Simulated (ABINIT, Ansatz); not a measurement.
# ZnS (F-43m): third-order response

Wanted: vibrational spectra of ZnS (F-43m) from linear and non-linear response.

Calculated with ABINIT 10.8.3; DFT LDA, scalar-relativistic, plane waves, PseudoDojo norm-conserving pseudopotentials.

The database entry behind the starting cell differs from later determinations by our own check (about 0.1 % short), so it need not match the best structure at ambient conditions.

### 1. Starting point

The structure is cubic, space group F-43m (No. 216). Conventional cell: a = 5.295 Å, b = 5.295 Å, c = 5.295 Å, α = 90.00°, β = 90.00°, γ = 90.00°. Nearest to Zn lie 4 S at 2.29 Å. Nearest to S lie 4 Zn at 2.29 Å. Farther neighbours and most contacts between anions are not listed.

As a file:

```cif
data_structure
_symmetry_space_group_name_H-M 'F-43m'
_symmetry_Int_Tables_number 216
_cell_length_a 5.2953
_cell_length_b 5.2953
_cell_length_c 5.2953
_cell_angle_alpha 90.000
_cell_angle_beta 90.000
_cell_angle_gamma 90.000
_cell_volume 148.48
loop_
_atom_site_label
_atom_site_type_symbol
_atom_site_symmetry_multiplicity
_atom_site_Wyckoff_symbol
_atom_site_fract_x
_atom_site_fract_y
_atom_site_fract_z
_atom_site_occupancy
Zn1 Zn 4 d 0.25000 0.25000 0.75000 1
S1 S 4 a 0.00000 0.00000 0.00000 1
```

### 2. Relaxing the cell and atoms

The harmonic expansion needs vanishing forces, and a free crystal bears no stress, so cell and atoms are brought to rest. Stress is more sensitive to the basis than forces are: the last 3 Ha under the cutoff are smoothed with ecutsm, and the cutoff is raised above that of the later runs.

The starting cell comes from a relaxation made beforehand in Ansatz (LDA, PseudoDojo NC).

The input, relax.abi:

```
# relaxation
ionmov 2
optcell 2
dilatmx 1.08
ntime 40
tolmxf 1.0d-05
tolvrs 1.0d-14
prtwf 0
prtden 0
chksymtnons 0

# basis, mesh and filling
ecut 47.0
ecutsm 3.0
ngkpt 8 8 8
nshiftk 1
shiftk 0.0 0.0 0.0
istwfk *1
occopt 1
nband 13
nstep 100
diemac 9.0
prtebands 0
prtgsr 0

# cell and atoms
acell 3*1.0 Angstrom
rprim 
    0.0 2.647640618 2.647640618
    2.647640618 0.0 2.647640618
    2.647640618 2.647640618 0.0
ntypat 2
znucl 30 16
natom 2
typat 1 2
xred 
    0.25 0.25 0.25
    0.0 0.0 0.0
pp_dirpath "./pseudo"
pseudos "Zn.upf, S.upf"
```

The run is started by

```sh
> OMP_NUM_THREADS=1 mpirun -n 4 abinit relax.abi > relax.log
```

Numbers of over 12 decimals in the logs are rounded to 6 here.

relax.abo, the main output file:

```text
[banners, grids, parts of the stress and lines that vanish by symmetry left out]
- input  file    -> relax.abi
- output file    -> relax.abo
- root for input  files -> relaxi
[...]
Symmetries : space group F-4 3 m (#216); Bravais cF (face-center cubic)
[...]
mpw =        4909          nfft =      110592          nkpt =          29
[...]
== DATASET  1 ==================================================================
[...]
cutoff_energies: {ecut:  47.0, pawecutdg:  -1.0, }
[...]
ETOT  1  -211.83504320891    -2.118E+02 2.867E-01 3.622E+04
 ETOT  2  -213.08473286313    -1.250E+00 2.641E-01 7.485E+04
 ETOT  3  -219.05705812877    -5.972E+00 5.936E-02 1.073E+04
 ETOT  4  -219.61536529173    -5.583E-01 6.929E-03 4.930E+03
 ETOT  5  -219.84528295660    -2.299E-01 3.059E-03 2.153E+03
[...]
At SCF step   22       vres2   =  1.06E-15 < tolvrs=  1.00E-14 =>converged.
[...]
sigma(1 1)=  1.22619613E-07  sigma(3 2)=  0.00000000E+00
  sigma(2 2)=  1.22619613E-07  sigma(3 1)=  0.00000000E+00
  sigma(3 3)=  1.22619613E-07  sigma(2 1)=  0.00000000E+00
[...]
convergence: {deltae: -1.657E-11, res2:  1.062E-15, residm:  2.673E-17, diffor: null, }
etotal    :  -2.20040855E+02
[...]
ETOT  1  -220.04085464529    -2.200E+02 4.348E-12 2.146E-04
[...]
ETOT  8  -220.04085466544    -1.413E-11 3.301E-17 3.877E-14
 ETOT  9  -220.04085466543     1.728E-11 5.681E-19 3.780E-15
 At SCF step    9       vres2   =  3.78E-15 < tolvrs=  1.00E-14 =>converged.
[...]
sigma(1 1)=  9.01173449E-08  sigma(3 2)=  0.00000000E+00
  sigma(2 2)=  9.01173449E-08  sigma(3 1)=  0.00000000E+00
  sigma(3 3)=  9.01173449E-08  sigma(2 1)=  0.00000000E+00
[...]
convergence: {deltae:  1.728E-11, res2:  3.780E-15, residm:  5.681E-19, diffor: null, }
etotal    :  -2.20040855E+02
[...]
At Broyd/MD step   2, gradients are converged :
[...]
sigma(1 1)=  9.01173449E-08  sigma(3 2)=  0.00000000E+00
  sigma(2 2)=  9.01173449E-08  sigma(3 1)=  0.00000000E+00
  sigma(3 3)=  9.01173449E-08  sigma(2 1)=  0.00000000E+00
[...]
- sigma(1 1)=  2.65134382E-03  sigma(3 2)=  0.00000000E+00
- sigma(2 2)=  2.65134382E-03  sigma(3 1)=  0.00000000E+00
- sigma(3 3)=  2.65134382E-03  sigma(2 1)=  0.00000000E+00
[...]
fcart     -0.0000000000E+00 -0.0000000000E+00 -0.0000000000E+00
           strten      9.0117344888E-08  9.0117344885E-08  9.0117344885E-08
================================================================================

[key lines of the parts left out:]
pressure_GPa:  -2.6513E-03
Total energy (etotal) [Ha]= -2.20040854665427E+02
```

Wall time 77 s (4 MPI ranks of Arm Neoverse N1, shared host).

Little changed from the start: no atom moved by 0.005 Å and no cell edge by 0.1 %.

Read from the output:

* volume per atom: 18.56 Å³
* pressure: -0.002651 GPa

### 3. Self-consistent run for the response

First-order wavefunctions inherit every error of the ground state, hence the very tight tolvrs. The mesh is shifted off Γ, since shifted meshes converge sums over the zone faster.

The input, gs.abi:

```
# ground state
tolvrs 1.0d-16
prtden 1
prtwf 1

# basis, mesh and filling
ecut 38.0
ngkpt 6 6 6
nshiftk 4
shiftk 
    0.5 0.5 0.5
    0.5 0.0 0.0
    0.0 0.5 0.0
    0.0 0.0 0.5
istwfk *1
occopt 1
nband 13
nstep 100
diemac 9.0
prtebands 0
prtgsr 0

# cell and atoms
acell 3*1.0 Angstrom
rprim 
    0.0 2.64763088 2.64763088
    2.64763088 0.0 2.64763088
    2.64763088 2.64763088 0.0
ntypat 2
znucl 30 16
natom 2
typat 1 2
xred 
    0.25 0.25 0.25
    0.0 0.0 0.0
pp_dirpath "./pseudo"
pseudos "Zn.upf, S.upf"
```

The run is started by

```sh
> OMP_NUM_THREADS=1 mpirun -n 4 abinit gs.abi > gs.log
```

gs.abo, the main output file:

```text
[banners, grids, parts of the stress and lines that vanish by symmetry left out]
- input  file    -> gs.abi
- output file    -> gs.abo
- root for input  files -> gsi
[...]
Symmetries : space group F-4 3 m (#216); Bravais cF (face-center cubic)
[...]
mpw =        2815          nfft =       64000          nkpt =          28
[...]
== DATASET  1 ==================================================================
[...]
cutoff_energies: {ecut:  38.0, pawecutdg:  -1.0, }
[...]
ETOT  1  -211.61419649823    -2.116E+02 4.138E-01 2.158E+04
 ETOT  2  -212.76080358111    -1.147E+00 2.128E-01 4.534E+04
 ETOT  3  -219.05347107246    -6.293E+00 8.952E-02 6.274E+03
 ETOT  4  -219.58840998759    -5.349E-01 2.771E-03 3.036E+03
 ETOT  5  -219.81955401475    -2.311E-01 9.784E-04 1.409E+03
[...]
ETOT 21  -220.04071735519    -2.501E-12 2.138E-18 6.149E-16
 ETOT 22  -220.04071735521    -1.171E-11 2.142E-19 1.970E-17
 At SCF step   22       vres2   =  1.97E-17 < tolvrs=  1.00E-16 =>converged.
[...]
sigma(1 1)=  1.51511001E-05  sigma(3 2)=  0.00000000E+00
  sigma(2 2)=  1.51511001E-05  sigma(3 1)=  0.00000000E+00
  sigma(3 3)=  1.51511001E-05  sigma(2 1)=  0.00000000E+00
[...]
convergence: {deltae: -1.171E-11, res2:  1.970E-17, residm:  2.142E-19, diffor: null, }
etotal    :  -2.20040717E+02
[...]
sigma(1 1)=  1.51511001E-05  sigma(3 2)=  0.00000000E+00
  sigma(2 2)=  1.51511001E-05  sigma(3 1)=  0.00000000E+00
  sigma(3 3)=  1.51511001E-05  sigma(2 1)=  0.00000000E+00
[...]
- sigma(1 1)=  4.45760754E-01  sigma(3 2)=  0.00000000E+00
- sigma(2 2)=  4.45760754E-01  sigma(3 1)=  0.00000000E+00
- sigma(3 3)=  4.45760754E-01  sigma(2 1)=  0.00000000E+00
[...]
fcart     -5.2556068960E-32 -5.2556068960E-32  1.5766820688E-31
           strten      1.5151100075E-05  1.5151100075E-05  1.5151100075E-05
================================================================================

[key lines of the parts left out:]
pressure_GPa:  -4.4576E-01
```

Wall time 32 s (4 MPI ranks).

Numbers from this step:

```yaml
pressure: -0.4458 GPa
```

The cell stands at -0.45 GPa: the relaxation ran with a smoothed and higher cutoff and on another k mesh.

### 4. Empty bands

Empty bands on the ground state's density check that the gap assumed so far is there in this cell.

The input, gap.abi:

```
# empty bands on the ground state's density
iscf -2
getden_filepath "gso_DEN"
tolwfr 1.0d-12
nbdbuf 2
prtwf 0

# basis, mesh and filling
ecut 38.0
ngkpt 8 8 8
nshiftk 1
shiftk 0.0 0.0 0.0
istwfk *1
occopt 1
nband 17
nstep 100
diemac 9.0
prtebands 0
prtgsr 0

# cell and atoms
acell 3*1.0 Angstrom
rprim 
    0.0 2.64763088 2.64763088
    2.64763088 0.0 2.64763088
    2.64763088 2.64763088 0.0
ntypat 2
znucl 30 16
natom 2
typat 1 2
xred 
    0.25 0.25 0.25
    0.0 0.0 0.0
pp_dirpath "./pseudo"
pseudos "Zn.upf, S.upf"
```

The run is started by

```sh
> OMP_NUM_THREADS=1 mpirun -n 4 abinit gap.abi > gap.log
```

gap.abo, the main output file:

```text
[banners, grids, parts of the stress and lines that vanish by symmetry left out]
- input  file    -> gap.abi
- output file    -> gap.abo
- root for input  files -> gapi
[...]
Symmetries : space group F-4 3 m (#216); Bravais cF (face-center cubic)
[...]
mpw =        2826          nfft =       64000          nkpt =          29
[...]
== DATASET  1 ==================================================================
[...]
cutoff_energies: {ecut:  38.0, pawecutdg:  -1.0, }
[...]
-outvars: echo values of variables after computation
            acell      1.8897261259E+00  1.8897261259E+00  1.8897261259E+00 Bohr
================================================================================
```

Elapsed: 16 s, on 4 MPI ranks.

Numbers from this step:

* gap on the k-mesh: 2.129 eV

In this cell the gap on the mesh is 2.1 eV, direct, so fixed occupations hold.

### 5. Linear response at Γ

The derivative of the wavefunctions by k comes first, since the response to a field is built on it; then the field and the displacements that symmetry doesn't supply are solved at q = 0. By the 2n+1 theorem the first-order wavefunctions also give third derivatives: Raman tensors and the non-linear susceptibility.

It reads the wavefunctions written in step 3.

The input, dfpt_gamma.abi:

```
ndtset 3

# common to the responses
getwfk_filepath "gso_WFK"
kptopt 2
nqpt 1
qpt 0.0 0.0 0.0
asr 0
chneut 0

# d/dk
rfelfd1 2
rfdir1 1 1 1
iscf1 -3
tolwfr1 1.0d-20

# displacements, field
rfphon2 1
rfatpol2 1 2
rfdir2 1 1 1
rfelfd2 3
getddk2 1
tolvrs2 1.0d-10
prepanl2 1
prtden2 1

# third order
optdriver3 5
getden_filepath3 "gso_DEN"
get1den3 2
get1wf3 2
getddk3 1
d3e_pert1_elfd3 1
d3e_pert1_phon3 1
d3e_pert1_atpol3 1 2
d3e_pert1_dir3 1 1 1
d3e_pert2_elfd3 1
d3e_pert2_dir3 1 1 1
d3e_pert3_elfd3 1
d3e_pert3_dir3 1 1 1
usepead3 1
tolvrs3 1.0d-10

# basis, mesh and filling
ecut 38.0
ngkpt 6 6 6
nshiftk 4
shiftk 
    0.5 0.5 0.5
    0.5 0.0 0.0
    0.0 0.5 0.0
    0.0 0.0 0.5
istwfk *1
occopt 1
nband 13
nstep 100
diemac 9.0
prtebands 0
prtgsr 0

# cell and atoms
acell 3*1.0 Angstrom
rprim 
    0.0 2.64763088 2.64763088
    2.64763088 0.0 2.64763088
    2.64763088 2.64763088 0.0
ntypat 2
znucl 30 16
natom 2
typat 1 2
xred 
    0.25 0.25 0.25
    0.0 0.0 0.0
pp_dirpath "./pseudo"
pseudos "Zn.upf, S.upf"
```

The run is started by

```sh
> OMP_NUM_THREADS=1 mpirun -n 4 abinit dfpt_gamma.abi > dfpt_gamma.log
```

dfpt_gamma.abo, the main output file:

```text
[banners, grids, parts of the stress and lines that vanish by symmetry left out]
- input  file    -> dfpt_gamma.abi
- output file    -> dfpt_gamma.abo
- root for input  files -> dfpt_gammai
[...]
DATASET    1 : space group F-4 3 m (#216); Bravais cF (face-center cubic)
[...]
nfft =       64000          nkpt =         432
[...]
DATASET    2 : space group F-4 3 m (#216); Bravais cF (face-center cubic)
[...]
nfft =       64000          nkpt =         432
[...]
DATASET    3 : space group F-4 3 m (#216); Bravais cF (face-center cubic)
[...]
mpw =        2815          nfft =       64000          nkpt =         432
[...]
== DATASET  1 ==================================================================
[...]
cutoff_energies: {ecut:  38.0, pawecutdg:  -1.0, }
[...]
- 16.00000   6.00000  180309                  znucl, zion, pspdat
[...]
Perturbation : derivative vs k along direction   1
[...]
-ETOT  1  -36.101433982394     -3.610E+01 6.864E-01 0.000E+00
 ETOT  2  -36.252643930946     -1.512E-01 5.870E-02 0.000E+00
 ETOT  3  -36.255979034877     -3.335E-03 5.045E-03 0.000E+00
 ETOT  4  -36.256119275486     -1.402E-04 4.819E-04 0.000E+00
 ETOT  5  -36.256128392744     -9.117E-06 3.515E-05 0.000E+00
[...]
At SCF step   22   max residual=  9.99E-21 < tolwfr=  1.00E-20 =>converged.
[...]
Perturbation : derivative vs k along direction   2
[...]
-ETOT  1  -36.101433982082     -3.610E+01 6.864E-01 0.000E+00
[...]
At SCF step   22   max residual=  9.99E-21 < tolwfr=  1.00E-20 =>converged.
[...]
Perturbation : derivative vs k along direction   3
[...]
-ETOT  1  -36.101433981769     -3.610E+01 6.864E-01 0.000E+00
[...]
At SCF step   22   max residual=  9.99E-21 < tolwfr=  1.00E-20 =>converged.
[...]
1        1       0.9570914250   -0.0000000000
     1        2       0.4785457125    0.0000000000
     1        3       0.4785457125   -0.0000000000
     2        1       0.4785457125    0.0000000000
     2        2       0.9570914250    0.0000000000
     2        3       0.4785457125    0.0000000000
     3        1       0.4785457125   -0.0000000000
     3        2       0.4785457125    0.0000000000
     3        3       0.9570914250    0.0000000000
[...]
== DATASET  2 ==================================================================
[...]
cutoff_energies: {ecut:  38.0, pawecutdg:  -1.0, }
[...]
Perturbation : displacement of atom   1   along direction   1
[...]
-ETOT  1   29.490850208173     -2.611E+04 2.319E+01 3.573E+03
[...]
At SCF step   12       vres2   =  6.99E-11 < tolvrs=  1.00E-10 =>converged.
[...]
Perturbation : displacement of atom   2   along direction   1
[...]
-ETOT  1   4.323924     -3.464E+02 3.123E+00 9.901E+02
[...]
At SCF step   11       vres2   =  1.14E-11 < tolvrs=  1.00E-10 =>converged.
[...]
Perturbation : homogeneous electric field along direction   1
[...]
-ETOT  1  -112.81510401395     -1.128E+02 1.228E+01 3.498E+04
[...]
At SCF step   13       vres2   =  2.65E-12 < tolvrs=  1.00E-10 =>converged.
[...]
Perturbation : homogeneous electric field along direction   2
[...]
-ETOT  1  -112.81510401512     -1.128E+02 1.228E+01 3.498E+04
[...]
At SCF step   13       vres2   =  2.65E-12 < tolvrs=  1.00E-10 =>converged.
[...]
Perturbation : homogeneous electric field along direction   3
[...]
-ETOT  1  -112.81510401629     -1.128E+02 1.228E+01 3.498E+04
[...]
ETOT 12  -122.94591531522     -1.795E-11 1.155E-10 2.992E-10
 ETOT 13  -122.94591531523     -2.117E-12 7.730E-12 2.645E-12
 At SCF step   13       vres2   =  2.65E-12 < tolvrs=  1.00E-10 =>converged.
[...]
Dielectric tensor, in cartesian coordinates,
[...]
1    4   1    4         6.2145479435        -0.0000000000
   1    4   2    4         0.0000000000        -0.0000000000
   1    4   3    4         0.0000000000        -0.0000000000
   2    4   1    4         0.0000000000        -0.0000000000
   2    4   2    4         6.2145479435        -0.0000000000
   2    4   3    4         0.0000000000        -0.0000000000
   3    4   1    4         0.0000000000        -0.0000000000
   3    4   2    4         0.0000000000        -0.0000000000
   3    4   3    4         6.2145479435        -0.0000000000
  Effective charges, in cartesian coordinates,
[...]
1    1   1    4         1.9073672989         0.0000000000
   2    1   1    4        -0.0000000000         0.0000000000
   3    1   1    4         0.0000000000         0.0000000000
   1    2   1    4        -1.9060992612         0.0000000000
   2    2   1    4         0.0000000000         0.0000000000
[...]
Effective charges, in cartesian coordinates,
[...]
2    4   1    2         0.0000000000         0.0000000000
   3    4   1    2         0.0000000000         0.0000000000
   1    4   2    2         0.0000000000         0.0000000000
   2    4   2    2        -1.9060992381         0.0000000000
   3    4   2    2         0.0000000000         0.0000000000
   1    4   3    2         0.0000000000         0.0000000000
   2    4   3    2         0.0000000000         0.0000000000
   3    4   3    2        -1.9060992381         0.0000000000
  Phonon wavevector (reduced coordinates) :  0.00000  0.00000  0.00000
 Phonon energies in Hartree :
[...]
Phonon frequencies in cm-1    :
-  4.066915E+00  4.066915E+00  4.066915E+00  2.918447E+02  2.918447E+02
-  2.918447E+02
  Phonon at Gamma, with non-analyticity in the
[...]
Phonon energies in Hartree :
[...]
Phonon frequencies in cm-1    :
-  4.066915E+00  4.066915E+00  4.067013E+00  2.918447E+02  2.918447E+02
-  3.481521E+02
  Phonon at Gamma, with non-analyticity in the
[...]
Phonon energies in Hartree :
[...]
Phonon frequencies in cm-1    :
-  4.066915E+00  4.066915E+00  4.067013E+00  2.918447E+02  2.918447E+02
-  3.481521E+02
  Phonon at Gamma, with non-analyticity in the
[...]
Phonon energies in Hartree :
[...]
Phonon frequencies in cm-1    :
-  4.066915E+00  4.066915E+00  4.067013E+00  2.918447E+02  2.918447E+02
-  3.481521E+02
[...]
== DATASET  3 ==================================================================
[...]
cutoff_energies: {ecut:  38.0, pawecutdg:  -1.0, }
[...]
j1 : displacement of atom   1 along direction   1
[...]
j1 : displacement of atom   2 along direction   1
[...]
j2 : displacement of atom   1 along direction   1
[...]
j2 : displacement of atom   2 along direction   1
[...]
j2 : displacement of atom   1 along direction   1
[...]
j2 : displacement of atom   2 along direction   1
[...]
1          1        0.000000000        0.000000000        0.000000000
[...]
1          2       -0.000000000        0.000000000       -0.012307783
[...]
1          3        0.000000000       -0.012307783        0.000000000
[...]
2          1        0.000000000       -0.000000000       -0.000000000
[...]
2          2       -0.000000000        0.000000000        0.011953245
[...]
2          3        0.000000000        0.011953245        0.000000000
[...]
strten2     0.0000000000E+00  0.0000000000E+00  0.0000000000E+00
           strten3     0.0000000000E+00  0.0000000000E+00  0.0000000000E+00
================================================================================
```

Elapsed: 44 min, on 4 MPI ranks; 2.9 h of CPU time.

This step gave:

| Quantity | Value |
| --- | --- |
| miss of the charge sum rule | 0.001268 e |
| largest acoustic frequency at the zone centre before the sum rule | 4.07 cm⁻¹ |
| highest optical zone-centre mode (no LO-TO term) | 291.8 cm⁻¹ |
| lowest optical zone-centre mode | 291.8 cm⁻¹ |
| mean high-frequency dielectric constant | 6.215 |
| largest Born charge in size (third of the trace) | 1.907 e |

Born charge (rows field, columns displacement), before the sum rule (e), principal values of the symmetric part by kind of site:

```
atom  atoms with these values    low  middle   high   mean
 Zn1                        1   1.91    1.91   1.91   1.91
  S2                        1  -1.91   -1.91  -1.91  -1.91
```

In full for S2:

```
-1.91  0.00  0.00
 0.00 -1.91  0.00
 0.00  0.00 -1.91
```

High-frequency dielectric tensor:

```
6.21 0.00 0.00
0.00 6.21 0.00
0.00 0.00 6.21
```

The acoustic modes at Γ come out as far as 4.1 cm⁻¹ from zero, where they should vanish, a small numerical error; the Born charges miss their sum rule by 0.0013 e, which is good.

[end of part 1 of 3]

[Host names and launcher messages were left out of these logs when they were recorded.]

[Logs are printed without paths, hosts, clocks, repeated set-up lines and the standing remarks that a program may print on its own settings, such as how far it seeks lower states.]

[Hosts, paths, dates, database ids (printed as entryN), source tags and the programs' standing remarks are cut or masked in the printed files.]
